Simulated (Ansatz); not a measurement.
KCl, space group Pm-3m, a convergence test of the plane-wave cutoff

Program: Ansatz 0.2.0 through its Python package.

Run as a notebook:

**Cell 1**
```python
import warnings

import ansatz as az
from tabulate import tabulate
```

**Cell 2**
```python
FUNCTIONAL = "r2scan"
MAX_ITERATIONS = 150
```

**Cell 3**
```python
warnings.simplefilter("ignore", az.DeckWarning)
```

**Cell 4**
```python
xtal = (
    az.Lattice.from_parameters(3.839196, 3.839196, 3.839196, alpha=90.0, beta=90.0, gamma=90.0)
    .atom("K", [0.0, 0.0, 0.0])
    .atom("Cl", [0.5, 0.5, 0.5])
)
```

**Cell 5**
```python
xtal.resolved().tree()["lattice"]
```
Output:
```text
((3.839196, 0.0, 0.0), (2.350829546349661e-16, 3.839196, 0.0),
 (2.350829546349661e-16, 2.350829546349661e-16, 3.839196))
```

**Cell 6**
```python
calc = (
    xtal.calculation()
    .functional(FUNCTIONAL)
    .kpoints(6, center="monkhorst-pack")
    .scf(max_iterations=MAX_ITERATIONS)
    .occupations(az.OccupationsMethod.FERMI_DIRAC, width=100 * az.meV)
)

rows = []
for value in [300, 400, 500, 600]:
    report = calc.basis(value).run().report
    rows.append((value, report["free_energy_ev"] / len(report["lattice"]["sites"]), report["n_iterations"], report["n_pw"]))

print(tabulate(rows, headers=["cutoff (eV)", "F/atom (eV)", "iterations", "plane waves"], floatfmt=".4f", tablefmt="grid"))
```
Output:
```text
+---------------+---------------+--------------+---------------+
|   cutoff (eV) |   F/atom (eV) |   iterations |   plane waves |
+===============+===============+==============+===============+
|           300 |    -1315.1696 |            6 |           691 |
+---------------+---------------+--------------+---------------+
|           400 |    -1315.1811 |            6 |          1021 |
+---------------+---------------+--------------+---------------+
|           500 |    -1315.1820 |            6 |          1365 |
+---------------+---------------+--------------+---------------+
|           600 |    -1315.1825 |            6 |          1863 |
+---------------+---------------+--------------+---------------+
```

**Cell 7**
```python
# differences from the last row
for row in rows[:-1]:
    shift = 1000 * (row[1] - rows[-1][1])
    print(f"{row[0]}: {shift:+.2f} meV/atom" + ("  (within 2 meV)" if abs(shift) < 2 else ""))
```
Output:
```text
300: +12.85 meV/atom
400: +1.41 meV/atom  (within 2 meV)
500: +0.47 meV/atom  (within 2 meV)
```

From 400 eV on it stays within 2 meV an atom of the value at 600 eV; the first row (300 eV) is off by 12.8 meV and the last but one by 0.47 meV. The energy falls steadily, as expected when plane waves are added.

Caveats:
- The structure comes from a database of computed cells and needn't be a stable or known phase.
- Shifts are counted from the last row, which is itself no proven limit.
- The script silences the warnings on its input, which a real study should read.
- Hardware and time: 9.2 s on 1 thread of Arm Neoverse N1 (shared host), peak memory 0.43 GiB.

(Lines on the test bed's own set-up are left out of the output.)
